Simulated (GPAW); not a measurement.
SiC (Moissanite):

```
Si C
1.0
     3.07600    0.00000    0.00000
    -1.53800    2.66389    0.00000
     0.00000    0.00000    5.04800
Si C
2 2
Direct
  0.66667 0.33333 0.50000
  0.33333 0.66667 0.00000
  0.66667 0.33333 0.88500
  0.33333 0.66667 0.38500
```

* Program: GPAW 26.7.0
* Task: relaxation of cell and atoms
* Functional: revPBE
* Dispersion: D3(BJ)
* Potentials or basis: the program's PAW data sets (release 1.2.1) made for this functional
* Cutoff: 800 eV
* Basis: pw
* k mesh: 7 × 7 × 4
* Occupations: fermi-dirac, width 0.05 eV
* Spin: no spin polarisation

At the start: pressure -2.0 GPa; volume 10.34 Å³/atom.

Task: How do energy, volume and symmetry change on relaxing?

Result: Over 7 steps the energy falls by 10.0 meV/atom and the volume is 10.23 Å³/atom (-1.0 %); space group P6_3mc (No. 186, to 0.05 Å).

Step by step:
| step | energy change (eV) | largest force (eV/Å) | pressure (GPa) | volume (Å³) |
| --- | --- | --- | --- | --- |
| 1 | 0.0000 | 0.7772 | -1.97 | 41.36 |
| 2 | -0.0281 | 0.4201 | -1.88 | 41.31 |
| 3 | -0.0390 | 0.0640 | -1.33 | 41.19 |
| 4 | -0.0395 | 0.0093 | -1.18 | 41.16 |
| 5 | -0.0399 | 0.0289 | -0.69 | 41.07 |
| 6 | -0.0401 | 0.0271 | -0.13 | 40.97 |
| 7 | -0.0401 | 0.0085 | 0.04 | 40.94 |

Final structure:
```xyz
4
Lattice="3.0657 0.0000 0.0000 -1.5329 2.6550 0.0000 0.0000 0.0000 5.0296" Properties=species:S:1:pos:R:3 pbc="T T T"
Si    1.5329    0.8850    2.5379
Si    0.0000    1.7700    0.0231
C     1.5329    0.8850    4.4281
C     0.0000    1.7700    1.9133
```

Caveat: later steps reuse the first step's grids.
